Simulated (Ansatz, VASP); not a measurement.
# HfN in VASP and in Ansatz

```xyz
2
Lattice="0.0000 2.2590 2.0783 2.2590 0.0000 2.0783 2.2590 2.2590 0.0000" Properties=species:S:1:pos:R:3 pbc="T T T"
Hf    0.0000    0.0000    0.0000
N     2.2590    2.2590    2.0783
```

Change from the starting cell: strain +0.000 along x and y, -0.080 along z, atoms carried along.

Alike in both runs: task single point; functional LDA; k mesh 18 × 18 × 18; occupations gaussian, width 0.15 eV; no spin polarisation.

|  | VASP | Ansatz |
| --- | --- | --- |
| version | VASP 6.6.1 | Ansatz 0.2.0 |
| potentials or method | VASP PAW LDA potentials, release 64 (Hf_pv, N) | scalar-relativistic, plane waves, PAW |
| plane-wave cutoff (eV) | 520 | 420 |
| valence electrons in the cell | 15 | 31 |

VASP gave:

```
gap on the k mesh at the Fermi level (eV)       : none
pressure (GPa)                                  : 21.6
largest component of the traceless stress (GPa) : 45.21
```

Task: What did Ansatz give for the same quantities?

Result: gap on the k mesh at the Fermi level (eV): none; pressure (GPa): 22.4; largest component of the traceless stress (GPa): 44.54.

A gap of «none» marks a metal or a gap that the smearing closes. The two sets of potentials don't hold the same shells in valence.

Caveats: so large a pressure means that the cell lies far from this level's equilibrium, or that cutoff or potentials fall short (VASP). Spin-orbit coupling is left out, which matters for the levels of Hf.
